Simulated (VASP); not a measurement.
# Au under changes of volume

One of the cells (17.653 Å³/atom); the others are scaled copies at fixed shape and fractional positions:

```
Au
1.0
     0.00000    2.06662    2.06662
     2.06662    0.00000    2.06662
     2.06662    2.06662    0.00000
Au
1
Direct
  0.00000 0.00000 0.00000
```

- Program: VASP 6.6.1
- Functional: r2SCAN
- Potentials or basis: VASP PAW PBE potentials, release 64 (Au)
- Cutoff: 520 eV
- k mesh: 10 × 10 × 10
- Occupations: fermi-dirac, width 0.05 eV
- Spin: no spin polarisation

```csv
volume (Å³/atom),energy over the lowest point (meV/atom),pressure (GPa)
16.947,14.35,6.8
17.300,3.29,3.0
17.653,0.00,-0.2
18.006,3.47,-3.1
18.359,?,?
```

What does the run at 18.359 Å³/atom give?

Energy over the lowest point 12.87 meV/atom; pressure -5.6 GPa.

Worked out: A Birch-Murnaghan fit of order 2 (a polynomial in V^(-2/3)) to the other rows has its minimum at 17.64 Å³/atom with B0 = V·E''(V) = 157 GPa. It gives 13.26 meV/atom at 18.359 Å³/atom, against the run's 12.87, and -dE/dV = -5.8 GPa, against -5.6.

Energies are extrapolated to zero smearing.

Caveats: the PAW data sets were made with another functional, which shifts forces and pressure a little.
